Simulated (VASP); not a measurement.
Set up this calculation in VASP 6.6.1, as the native input.

* Task: relaxation of cell and atoms
* Functional: PBE
* Dispersion: D3(BJ)
* Potentials or basis: VASP PAW PBE potentials, release 64 (Hf_pv, S)
* Cutoff: 600 eV
* k mesh: 9 × 9 × 5
* Occupations: gaussian, width 0.03 eV
* Spin: no spin polarisation
* Further INCAR settings: ALGO = Normal; EDIFF = 1e-06; IBRION = 2; EDIFFG = -0.01; NSW = 90; ISIF = 3

The structure of HfS2 lies in POSCAR:

```
HfS2
1.0
    3.6396641800      0.0000000000      0.0000000000
   -1.8198320900      3.1520416411      0.0000000000
    0.0000000000      0.0000000000      6.0555624700
Hf S
1 2
Direct
    0.0000000000      0.0000000000      0.0000000000
    0.6666666700      0.3333333300      0.7639520500
    0.3333333300      0.6666666700      0.2360479500
```

The cell is a database's computed one.

One way to write it, as run:

INCAR

```
PREC = Accurate
ENCUT = 600
EDIFF = 1E-6
ISMEAR = 0
SIGMA = 0.03
LREAL = False
LASPH = True
NELM = 80
ALGO = Normal
ISIF = 3
LWAVE = False
LCHARG = False
GGA = PE
IVDW = 12
IBRION = 2
NSW = 90
EDIFFG = -0.01
KPAR = 4
```

KPOINTS

```
regular mesh
0
Gamma
  9 9 5
```

Potentials or basis: VASP PAW PBE potentials, release 64 (Hf_pv, S).

Launch:

```sh
$ cat potpaw_PBE.64/Hf_pv/POTCAR potpaw_PBE.64/S/POTCAR > POTCAR
$ mpirun -np 4 vasp_std > vasp.out
```

Results of the run:

* Relaxed volume: 21.55 Å³/atom
* Relaxed cell: a = 3.597 Å, b = 3.597 Å, c = 5.770 Å, α = 90.00°, β = 90.00°, γ = 120.00°
* Space group after relaxing (to 0.05 Å): P-3m1 (No. 164)
* Energy gained by relaxing: 9.9 meV/atom
* Ionic steps: 13
* Pressure after relaxing: 0.0 GPa
* Band gap on the k mesh: 0.91 eV, indirect (least direct gap 1.85 eV)
* Dispersion energy per atom: -0.342 eV

Caveat: spin-orbit coupling is left out, which moves the levels of the heavy elements; an odd mesh through Γ misses points on the zone boundary, where band edges often lie.

Run time: 73 s on 4 MPI ranks on Intel(R) Xeon(R) 6975P-C (Granite Rapids), on a shared host, peak memory 0.27 GiB a rank.
